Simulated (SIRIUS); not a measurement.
# Co (P6_3/mmc) in SIRIUS: notebook

Runs on Co. Level: PBE. Tasks: single point.

Program: SIRIUS 7.12.0. These are calculated values, not measurements. Logs are shortened: lines on timing, memory, paths and dates and some standing lists are left out, and cuts for length are marked. The log counts tension as positive stress, the text compression.

## Step 1: The structure

The structure is hexagonal, space group P6_3/mmc (No. 194). Conventional cell: a = 2.472 Å, b = 2.472 Å, c = 4.021 Å, α = 90.00°, β = 90.00°, γ = 120.00°. Co (site symmetry -6m2) is surrounded by 12 Co at 2.47 Å.

## Step 2: Single point, PBE, collinear spin, ferromagnetic start

Contents of sirius.json:

```json
{
  "control": {
    "processing_unit": "cpu",
    "verbosity": 2,
    "num_bands_to_print": 26,
    "print_forces": true,
    "print_stress": true
  },
  "parameters": {
    "electronic_structure_method": "pseudopotential",
    "xc_functionals": ["XC_GGA_X_PBE", "XC_GGA_C_PBE"],
    "gk_cutoff": 7.8,
    "pw_cutoff": 22.1,
    "ngridk": [6, 6, 4],
    "shiftk": [0, 0, 0],
    "smearing": "fermi_dirac",
    "smearing_width": 0.0018374661,
    "num_bands": 26,
    "num_mag_dims": 1,
    "num_dft_iter": 100,
    "energy_tol": 1e-08,
    "density_tol": 1e-06
  },
  "iterative_solver": {
    "type": "davidson",
    "min_tolerance": 1e-10
  },
  "mixer": {
    "type": "anderson",
    "beta": 0.5,
    "max_history": 8
  },
  "settings": {
    "tol_ne": 1e-10,
    "smooth_initial_mag": true
  },
  "unit_cell": {
    "lattice_vectors": [
      [4.671402797149, 0.0, 0.0],
      [-2.335701398575, 4.045553493596, 0.0],
      [0.0, 0.0, 7.59886101886]
    ],
    "atom_coordinate_units": "lattice",
    "atom_types": ["Co"],
    "atom_files": {
      "Co": "Co.json"
    },
    "atoms": {
      "Co": [
        [0.6666666667, 0.3333333333, 0.75, 0.0, 0.0, 2.0],
        [0.3333333333, 0.6666666667, 0.25, 0.0, 0.0, 2.0]
      ]
    }
  }
}
```

Potentials or basis: SSSP 1.3.0 PBE efficiency.

Launch:

```console
> upf_to_json Co_pbe_v1.2.uspp.F.UPF
> OMP_NUM_THREADS=1 sirius.scf --input=sirius.json --output=out.json --task=0
```

Output:

```text
[info] SIRIUS version : 7.12.0
[info] number of MPI ranks           : 1
[info] MPI grid                      : 1 1
[info] maximum number of OMP threads : 1
[fft] FFT context for density and potential
[fft] =====================================
[fft]   comm size                             : 1
[fft]   plane wave cutoff                     : 22.1
[fft]   grid size                             : 36 36 60   total : 77760
[fft]   grid limits                           : -17 18   -17 18   -29 30
[fft]   number of G-vectors within the cutoff : 13083
[fft]   local number of G-vectors             : 13083
[fft]   number of G-shells                    : 1375
[fft] FFT context for coarse grid
[fft] =====================================
[fft]   comm size                             : 1
[fft]   plane wave cutoff                     : 15.6
[fft]   grid size                             : 27 27 40   total : 29160
[fft]   grid limits                           : -13 13   -13 13   -19 20
[fft]   number of G-vectors within the cutoff : 4594
[fft]   local number of G-vectors             : 4594
[fft]   number of G-shells                    : 527
[unit cell] lattice vectors
[unit cell]   a1 :       4.6714027971      0.0000000000      0.0000000000
[unit cell]   a2 :      -2.3357013986      4.0455534936      0.0000000000
[unit cell]   a3 :       0.0000000000      0.0000000000      7.5988610189
[unit cell] reciprocal lattice vectors
[unit cell]   b1 :       1.3450317988      0.7765544711     -0.0000000000
[unit cell]   b2 :       0.0000000000      1.5531089422      0.0000000000
[unit cell]   b3 :       0.0000000000     -0.0000000000      0.8268588268
[unit cell] unit cell volume :       143.60639035 [a.u.^3]
[unit cell] 1/sqrt(omega)    :         0.08344746
[unit cell] MT volume        :         0.00000000 ( 0.00%)
[unit cell] IT volume        :       143.60639035 (100.00%)
[unit cell] number of atom types : 1
[unit cell] type id : 0 symbol : Co mt_radius : 203.228746 num_atoms : 2
[unit cell] total number of atoms : 2
[unit cell] number of symmetry classes : 1
[unit cell] number of PAW atoms : 0
[unit cell] atom id  type id  class id             position                      vector_field
[unit cell] ------------------------------------------------------------------------------------------
[unit cell]      0        0        0      0.66667   0.33333   0.75000      0.00000   0.00000   2.00000
[unit cell]      1        0        0      0.33333   0.66667   0.25000      0.00000   0.00000   2.00000
[unit cell] atom id         position (Cartesian, a.u.)
[unit cell] ---------------------------------------------
[unit cell]      0       2.335701    1.348518    5.699146
[unit cell]      1      -0.000000    2.697036    1.899715
[unit cell] class id : 0 atom id : 0 1
[unit cell] minimum bond length:     4.659364
[unit cell] total number of pseudo wave-functions: 26
[sym] space group number   : 194
[sym] international symbol : P6_3/mmc
[sym] Hall symbol          : -P 6c 2c
[sym] space group transformation matrix :
[sym]   1.0000 -0.0000  0.0000
[sym]   0.0000  1.0000  0.0000
[sym]   0.0000  0.0000  1.0000
[sym] space group origin shift :
[sym]   0.0000  0.0000  0.0000
[sym] number of space group operations  : 24
[sym] number of magnetic group operations : 24
[sym] metric tensor error: 3.6416e-10
[sym] rotation matrix error: 1.9269e-11
[sym] symmetry operations
[... list of symmetry operations ...]
[atom type] label          : Co
[atom type] --------------------------------------------------------------------------------
[atom type] symbol         : Co
[atom type] name           :
[atom type] zn             : 17
[atom type] mass           : 0
[atom type] mt_radius      : 203.229
[atom type] num_mt_points  : 863
[atom type] grid_origin    : 0
[... 278 lines left out ...]
[diagonalize] ik:   18   -2.839983   -2.839983   -1.492620   -1.492620   -1.487547   -1.487547   -1.485962   -1.485962    0.506534    0.506534    0.564925    0.564925    0.581786    0.581786    0.619928    0.619928    0.661043    0.661043    0.688257    0.688257    1.239610    1.239610    1.267527    1.267527    1.341241    1.341241
[diagonalize]            -2.754553   -2.754553   -1.410929   -1.410929   -1.405436   -1.405436   -1.403928   -1.403928    0.522139    0.522139    0.618033    0.618033    0.641202    0.641202    0.688050    0.688050    0.734732    0.734732    0.749978    0.749978    1.256968    1.256968    1.286378    1.286378    1.353188    1.353188
[diagonalize] ik:   19   -2.839452   -2.839452   -1.494623   -1.494623   -1.488853   -1.488853   -1.486527   -1.486527    0.519778    0.519778    0.560707    0.560707    0.597980    0.597980    0.627536    0.627536    0.669047    0.669047    0.777598    0.777598    1.025316    1.025316    1.195092    1.195092    1.425089    1.425089
[diagonalize]            -2.753976   -2.753976   -1.413365   -1.413365   -1.407019   -1.407019   -1.404161   -1.404161    0.559216    0.559216    0.614286    0.614286    0.647659    0.647659    0.694013    0.694013    0.743826    0.743826    0.816839    0.816839    1.054916    1.054916    1.213566    1.213566    1.433302    1.433302
[diagonalize] ik:   20   -2.839275   -2.839275   -1.493875   -1.493875   -1.490934   -1.490934   -1.486496   -1.486496    0.547658    0.547658    0.552716    0.552716    0.582346    0.582346    0.621998    0.621998    0.664537    0.664537    0.905591    0.905591    0.965022    0.965022    1.049053    1.049053    1.543899    1.543899
[diagonalize]            -2.753783   -2.753783   -1.412428   -1.412428   -1.409579   -1.409579   -1.403969   -1.403969    0.597355    0.597355    0.600563    0.600563    0.629670    0.629670    0.690073    0.690073    0.738951    0.738951    0.932658    0.932658    0.995355    0.995355    1.077199    1.077199    1.554795    1.554795
[find] Charges and magnetic moments
[find] --------------------------------------------------------------------------------
[find] atom                moment                |moment|
[find] --------------------------------------------------------------------------------
[find]    0 [  0.00000,   0.00000,   1.61961]    1.619614
[find]    1 [  0.00000,   0.00000,   1.61872]    1.618716
[find] total charge          : 34.000000
[... 7 lines left out ...]
[find] <rho|V^{H}>                    :     175.02548199
[find] one-electron contribution      :    -152.48403079 (Ha),    -304.96806158 (Ry)
[find] hartree contribution           :      87.51274100
[find] xc contribution                :     -32.69855685
[find] ewald contribution             :    -200.81862044
[find] PAW contribution               :       0.00000000
[find] smearing (-TS)                 :      -0.00063069
[find] SCF correction                 :       0.00000164
[find] Total energy                   :    -298.48846545 (Ha),    -596.97693089 (Ry)
[find] Free energy (E-TS)             :    -298.48909613 (Ha),    -596.97819226 (Ry)
[find] band gap (eV)                  :       0.00000000
[find] Efermi                         :       0.69538814
[find] iteration : 12, RMS (target) : 7.4802e-07 (1.0000e-06) , energy difference (target) : -3.4809e-09 (1.0000e-08)
[find] bands are converged : true
[find] iterative solver converged : false
[find] converged after 13 SCF iterations!
[find] Charges and magnetic moments
[find] --------------------------------------------------------------------------------
[find] atom                moment                |moment|
[find] --------------------------------------------------------------------------------
[find]    0 [  0.00000,   0.00000,   1.61961]    1.619614
[find]    1 [  0.00000,   0.00000,   1.61872]    1.618716
[find] total charge          : 34.000000
[find] total moment          : [  0.00000,   0.00000,   3.29501], magnitude : 3.295007
[find] Energy
[find] --------------------------------------------------------------------------------
[find] valence_eval_sum               :     -17.72899271
[find] <rho|V^{XC}>                   :     -40.13031124
[find] <rho|E^{XC}>                   :     -32.69855685
[find] <mag|B^{XC}>                   :      -0.14013267
[find] <rho|V^{H}>                    :     175.02548199
[find] one-electron contribution      :    -152.48403079 (Ha),    -304.96806158 (Ry)
[find] hartree contribution           :      87.51274100
[find] xc contribution                :     -32.69855685
[find] ewald contribution             :    -200.81862044
[find] PAW contribution               :       0.00000000
[find] smearing (-TS)                 :      -0.00063069
[find] SCF correction                 :       0.00000164
[find] Total energy                   :    -298.48846545 (Ha),    -596.97693089 (Ry)
[find] Free energy (E-TS)             :    -298.48909613 (Ha),    -596.97819226 (Ry)
[find] band gap (eV)                  :       0.00000000
[find] Efermi                         :       0.69538814
[ground_state] === stress tensor components [kbar] ===
[ground_state] === stress_kin ===
[ground_state] -57889.175087   -0.000000    0.000000
[ground_state]    -0.000000-57889.175088    0.000000
[ground_state]     0.000000    0.000000-57852.047175
[ground_state] === stress_har ===
[ground_state] -59567.845148   -0.000000   -0.000000
[ground_state]    -0.000000-59567.845150   -0.000000
[ground_state]    -0.000000   -0.000000-60153.921252
[ground_state] === stress_ewald ===
[ground_state] 137456.620520    0.000000    0.000000
[ground_state]     0.000000137456.620523    0.000000
[ground_state]     0.000000    0.000000136509.050623
[ground_state] === stress_vloc ===
[ground_state] -8602.703933   -0.000000    0.000000
[ground_state]    -0.000000-8602.703933   -0.000000
[ground_state]     0.000000   -0.000000-7163.286481
[ground_state] === stress_xc ===
[ground_state] 16315.993973    0.000000    0.000000
[ground_state]     0.00000016315.993973   -0.000000
[ground_state]     0.000000   -0.00000016316.183234
[ground_state] === stress_core ===
[ground_state]  4608.845325    0.000000   -0.000000
[ground_state]     0.000000 4608.845325    0.000000
[ground_state]    -0.000000    0.000000 4608.122464
[ground_state] === stress_nonloc ===
[ground_state]  6173.424036    0.000000    0.000000
[ground_state]     0.000000 6173.424036    0.000000
[ground_state]     0.000000    0.000000 6161.428067
[ground_state] === stress_us ===
[ground_state] -38537.725169   -0.000000    0.000000
[ground_state]    -0.000000-38537.725170   -0.000000
[ground_state]     0.000000   -0.000000-38482.346793
[ground_state] === stress_us_nl ===
[ground_state] -32364.301133   -0.000000    0.000000
[ground_state]    -0.000000-32364.301134    0.000000
[ground_state]     0.000000    0.000000-32320.918726
[ground_state] === stress_total ===
[ground_state]   -42.565484   -0.000000    0.000000
[ground_state]    -0.000000  -42.565484    0.000000
[ground_state]     0.000000    0.000000  -56.817314
[ground_state] ==== total Forces in Ha/bohr =====
[ground_state] atom:    0, force:      -0.0000000     -0.0000000      0.0000000
[ground_state] atom:    1, force:       0.0000000      0.0000000     -0.0000000
[ground_state] ==== ultrasoft contribution from Qij =====
[ground_state] atom:    0, force:       0.0000000      0.0000000      0.0000000
[ground_state] atom:    1, force:      -0.0000000     -0.0000000     -0.0000000
[ground_state] ==== non-local contribution from Beta-projector =====
[ground_state] atom:    0, force:      -0.0000000     -0.0000000      0.0000000
[ground_state] atom:    1, force:       0.0000000      0.0000000     -0.0000000
[ground_state] ==== contribution from local potential =====
[ground_state] atom:    0, force:       0.0000000     -0.0000000     -0.0000000
[ground_state] atom:    1, force:       0.0000000      0.0000000      0.0000000
[ground_state] ==== contribution from core density =====
[ground_state] atom:    0, force:      -0.0000000      0.0000000      0.0000000
[ground_state] atom:    1, force:       0.0000000     -0.0000000      0.0000000
[ground_state] ==== Ewald forces from ions =====
[ground_state] atom:    0, force:       0.0000000     -0.0000000      0.0000000
[ground_state] atom:    1, force:       0.0000000      0.0000000      0.0000000
[~DFT_ground_state] local op. applied: 32028
[~DFT_ground_state] evp. work count: 5478.18
[~DFT_ground_state] number of iterative solver steps: 969
```

Run time: 17 s. Hardware: 1 thread of AMD EPYC 9R45 (Zen 5), shared host; peak memory 0.24 GiB.

What came out:

| Quantity | Value |
| --- | --- |
| Free energy | -8122.3021 eV |
| Pressure | 4.7 GPa |
| Band gap on the k mesh | none (metal or under the smearing width) |
| Net moment | 3.30 μB per cell |
| Absolute moment | 3.61 μB per cell |

Stress tensor (GPa, compression positive):
```
4.26 0.00 0.00
0.00 4.26 0.00
0.00 0.00 5.68
```

Caveat: the k mesh is coarse (spacing up to 0.49 Å⁻¹), so the values aren't converged.

## Step 3: Single point, PBE, collinear spin, ferromagnetic start

sirius.json: that of step 2 with these lines changed.

```diff
@@ -11,4 +11,4 @@
     "xc_functionals": ["XC_GGA_X_PBE", "XC_GGA_C_PBE"],
-    "gk_cutoff": 7.8,
-    "pw_cutoff": 22.1,
+    "gk_cutoff": 10.2,
+    "pw_cutoff": 20.4,
     "ngridk": [6, 6, 4],
@@ -34,2 +34,3 @@
     "tol_ne": 1e-10,
+    "pseudo_grid_cutoff": 6.5,
     "smooth_initial_mag": true
```

Potentials or basis: PseudoDojo 0.5 PBE stringent (scalar relativistic).

Launch:

```console
> upf_to_json Co.upf
> OMP_NUM_THREADS=1 sirius.scf --input=sirius.json --output=out.json --task=0
```

Run time: 27 s. Hardware: 1 thread of AMD EPYC 9R45 (Zen 5), shared host; peak memory 0.23 GiB.

Results (log left out):

- Free energy: -8382.2100 eV
- Pressure: 4.3 GPa
- Band gap on the k mesh: none (metal or under the smearing width)
- Net moment: 3.21 μB per cell
- Absolute moment: 3.51 μB per cell

Caveat: the k mesh is coarse (spacing up to 0.49 Å⁻¹), so the values aren't converged.

## Step 4: Single point, PBE, collinear spin, ferromagnetic start

sirius.json: that of step 3 with these lines changed.

```diff
@@ -11,4 +11,4 @@
     "xc_functionals": ["XC_GGA_X_PBE", "XC_GGA_C_PBE"],
-    "gk_cutoff": 10.2,
-    "pw_cutoff": 20.4,
+    "gk_cutoff": 6.4,
+    "pw_cutoff": 20.0,
     "ngridk": [6, 6, 4],
@@ -34,3 +34,2 @@
     "tol_ne": 1e-10,
-    "pseudo_grid_cutoff": 6.5,
     "smooth_initial_mag": true
```

Potentials or basis: JTH 2.0 PBE (PAW).

Launch:

```console
> upf_to_json Co.GGA_PBE-JTH.UPF
> OMP_NUM_THREADS=1 sirius.scf --input=sirius.json --output=out.json --task=0
```

Run time: 37 s. Hardware: 1 thread of AMD EPYC 9R45 (Zen 5), shared host; peak memory 0.22 GiB.

Results (log left out):

| Item | Value |
| --- | --- |
| Free energy | -10251.0912 eV |
| Pressure | 1.7 GPa |
| Band gap on the k mesh | none (metal or under the smearing width) |
| Net moment | 3.19 μB per cell |
| Absolute moment | 3.48 μB per cell |

Stress tensor (GPa, compression positive):
```
1.78 0.00 0.00
0.00 1.78 0.00
0.00 0.00 1.47
```

Caveat: the k mesh is coarse (spacing up to 0.49 Å⁻¹), so the values aren't converged.

## Step 5: The reference run

An earlier run on the cell as given: functional PBEsol; potentials or basis PseudoDojo 0.4.1 PBEsol standard (scalar relativistic); cutoff 1307 eV; density cutoff 5227 eV; k mesh 12 × 12 × 7; occupations fermi-dirac, width 0.05 eV; collinear spin, ferromagnetic start; starting moments [2.0, 2.0] μB.

- Pressure: -5.8 GPa
- Band gap on the k mesh: none (metal or under the smearing width)
- Net moment: 3.21 μB per cell
- Absolute moment: 3.50 μB per cell

## Step 6: The runs side by side

```tsv
potentials or basis	cutoff (eV)	radial cutoff for the potentials' integrals	gap on the mesh (eV)	pressure (GPa)	moment (μB)
SSSP 1.3.0 PBE efficiency	828	-	none	4.7	3.30
PseudoDojo 0.5 PBE stringent (scalar relativistic)	1416	6.5 bohr	none	4.3	3.21
JTH 2.0 PBE (PAW)	557	-	none	1.7	3.19
```

Alike in all rows: task single point; level PBE; spin collinear, ferromagnetic start; cell as given; k mesh 6 × 6 × 4; smearing fermi-dirac 0.05 eV; the mesh is coarse, so values aren't converged.

Caveats: all runs use coarse meshes.

Total energies depend on the potentials used, so only differences within one code and one set of settings carry meaning.
